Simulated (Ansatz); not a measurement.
Wires are cut from relaxed bulk Co (P6_3/mmc, 10.85 Å³/atom, gap on the mesh 0.00 eV); atoms and period are relaxed, and energies count from that bulk.

These are results of DFT PBE, scalar-relativistic, plane waves, PAW in Ansatz, not measurements.

Cutoff 420 eV, Gaussian smearing of 0.05 eV, energies at zero smearing, symmetry of each start kept, collinear spin where a moment is listed.

```
                             start atoms k mesh excess energy (eV per host atom) line energy (eV/Å) period (Å) gap on the mesh (eV) highest filled level or Fermi level under vacuum (eV) size of the moment (μB per cell)
[001] wire, 16 host atoms a period     16  1×1×13                             1.008               4.108       3.927                     0                                                   3.97                             28.69
[001] wire, 18 host atoms a period     18  1×1×13                             0.953               4.385       3.910                     0                                                      -                             32.69
```

Each run keeps its start's symmetry and one magnetic start, so lower states can exist.

Cost: 2 runs of about 2.6 core-hours in all, on Arm Neoverse V2 (shared hosts).